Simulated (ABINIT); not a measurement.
Input of an ABINIT 10.8.3 (patched build) run:

run.abi

```
# Datasets
ndtset 3

# Pseudopotentials
pp_dirpath "./"
pseudos "Al.upf"

# Structure
acell 5.4112434042 5.4112434042 5.4112434042
rprim
     0.0000000000     0.7071067812     0.7071067812
     0.7071067812     0.0000000000     0.7071067812
     0.7071067812     0.7071067812     0.0000000000
ntypat 1
znucl 13
natom 1
typat 1
xred
            0.0            0.0            0.0

# Plane-wave basis
ecut 435.382180 eV

# k points
ngkpt 12 12 12
nshiftk 4
shiftk
     0.5000000000     0.5000000000     0.5000000000
     0.5000000000     0.0000000000     0.0000000000
     0.0000000000     0.5000000000     0.0000000000
     0.0000000000     0.0000000000     0.5000000000
istwfk *1

# Exchange and correlation
ixc 11

# Bands and occupations
occopt 4
tsmear 0.2 eV

# SCF cycle
nstep 80

# Output
iomode 3
prteig 0
prtebands 0

# Dataset 1: ground state
nband1 6
tolvrs1 1.0e-12
prtden1 1
prtwf1 0
kptopt1 1

# Dataset 2: empty bands at fixed density
iscf2 -3
getden2 1
nband2 12
nbdbuf2 4
tolwfr2 1.0e-12
nstep2 120
prtden2 0
kptopt2 1

# Dataset 3: wave functions and velocity matrix elements in the full zone
optdriver3 8
wfk_task3 "wfk_optics_fullbz"
getwfk3 2
nband3 8
kptopt3 1
prtevk3 1
inclvkb3 2
```

The input optic.abi:

```
&FILES
 ddkfile_1 = 'runo_DS3_1_EVK.nc',
 ddkfile_2 = 'runo_DS3_2_EVK.nc',
 ddkfile_3 = 'runo_DS3_3_EVK.nc',
 wfkfile = 'runo_DS3_WFK.nc'
/
&PARAMETERS
 broadening = 0.001837,
 domega = 0.002,
 maxomega = 0.8,
 scissor = 0.000000,
 tolerance = 0.002
/
&COMPUTATIONS
 num_lin_comp = 1,
 lin_comp = 11,
 num_nonlin_comp = 0
/
```

Potentials or basis: PseudoDojo NC SR PBE v0.5 stringent.

Command:

```bash
$ abinit run.abi > log 2>&1
$ optic optic.abi > optic.log 2>&1
```

Task: Predict the pressure.

Result: -1.0 GPa.

Dielectric function (mean over the directions given):
```tsv
energy (eV)	real part	imaginary part
0.33	49.64	479.86
1.31	-2.00	5.06
2.29	-36.68	14.23
3.37	-5.87	0.46
4.35	2.24	3.20
5.44	-2.28	0.22
6.42	-0.84	0.15
7.51	-0.94	0.16
8.49	-0.20	0.03
9.58	0.22	0.07
10.56	0.21	0.03
11.65	0.41	0.02
12.63	0.54	0.09
13.71	0.56	0.03
14.69	0.63	0.02
15.78	0.65	0.03
16.76	0.71	0.02
17.85	0.76	0.02
18.83	0.77	0.01
19.92	0.79	0.01
```

Caveat: the intraband (Drude) term is left out; spectra need much finer meshes, so this one isn't converged; independent-particle spectra lack excitons.
